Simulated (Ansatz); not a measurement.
Below is a relaxed structure of As. The cell was found from a structure generator's guess, not taken from experiment.

These are results of Ansatz 0.2.0, DFT PBE, scalar-relativistic, plane waves, PAW, not measurements. Cutoff 420 eV, Γ-centred mesh, Gaussian smearing, no spin polarisation.

```yaml
crystal:
  lattice:
    - [2.73046, 0.00000, 0.00000]
    - [0.00000, 2.73046, 0.00000]
    - [0.00000, 0.00000, 2.73046]
  atoms:
    - { symbol: As, position: [0.50000, 0.50000, 0.50000] }
```

Energies count from the standard state of As at the same level.

Question: What space group does it have?

Answer: Pm-3m (No. 221), the simple cubic type. Conventional cell: a = 2.730 Å. Around As lie 6 As at 2.73 Å.

Question: How far does it lie from the standard state of As?

Answer: +0.11 eV/atom. It lies above the standard state, so it could only be metastable.

Question: Is it a metal?

Answer: Yes, bands cross the Fermi level on the 20×20×20 mesh.

The last run used a 20×20×20 mesh for its 1-atom cell and Gaussian smearing of 0.10 eV. The reference form of As is held partly by dispersion forces, which this level lacks. Symmetry constrained the relaxation, so the result can be a saddle point.
